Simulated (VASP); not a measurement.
# Cu3Au (Auricupride): band structure with PBE

Crystal: Cu3Au (Auricupride).

```
Au Cu
1.0
     3.74000    0.00000    0.00000
     0.00000    3.74000    0.00000
     0.00000    0.00000    3.74000
Au Cu
1 3
Cartesian
  0.0000 0.0000 0.0000
  1.8700 1.8700 0.0000
  1.8700 0.0000 1.8700
  0.0000 1.8700 1.8700
```

```yaml
Program: VASP 6.6.1
Task: band structure
Functional: PBE
Potentials_or_basis: VASP PAW PBE potentials, release 64 (Au, Cu_pv)
Cutoff: 520 eV
k_mesh: 7 × 7 × 7
Occupations: fermi-dirac, width 0.05 eV
Spin: no spin polarisation
Further_INCAR_settings: ALGO = Fast; EDIFF = 1e-06
```

```
Pressure                : 4.9 GPa
Band gap along the path : none (metal or under the smearing width)
```

Levels at the corners of the path, in eV from the Fermi level:
| point | band 28 | band 29 | band 30 | band 31 | band 32 | band 33 | band 34 | band 35 |
| --- | --- | --- | --- | --- | --- | --- | --- | --- |
| Γ | -1.31 | -1.31 | -1.31 | 1.29 | 1.29 | 1.29 | 6.09 | 7.63 |
| X | -1.93 | -1.86 | -1.46 | -1.32 | 5.87 | 5.87 | 6.64 | 6.64 |
| X | -1.93 | -1.86 | -1.46 | -1.32 | 5.87 | 5.87 | 6.64 | 6.64 |
| M | -2.16 | -2.08 | -0.45 | -0.45 | -0.34 | 0.40 | 8.65 | 9.57 |
| M | -2.16 | -2.08 | -0.45 | -0.45 | -0.34 | 0.40 | 8.65 | 9.57 |
| Γ | -1.31 | -1.31 | -1.31 | 1.29 | 1.29 | 1.29 | 6.09 | 7.63 |
| Γ | -1.31 | -1.31 | -1.31 | 1.29 | 1.29 | 1.29 | 6.09 | 7.63 |
| R | -1.53 | -1.53 | -1.06 | -1.03 | -1.03 | -1.03 | 2.56 | 4.22 |
| R | -1.53 | -1.53 | -1.06 | -1.03 | -1.03 | -1.03 | 2.56 | 4.22 |
| X | -1.93 | -1.86 | -1.46 | -1.32 | 5.87 | 5.87 | 6.64 | 6.64 |
| M | -2.16 | -2.08 | -0.45 | -0.45 | -0.34 | 0.40 | 8.65 | 9.57 |
| R | -1.53 | -1.53 | -1.06 | -1.03 | -1.03 | -1.03 | 2.56 | 4.22 |

Run time: 50 s on 1 thread of AMD EPYC 9R45 96-Core Processor (Zen 5), with other jobs on the host, peak memory 0.17 GiB.

Caveat: spin-orbit coupling is left out, which moves the levels of the heavy elements.
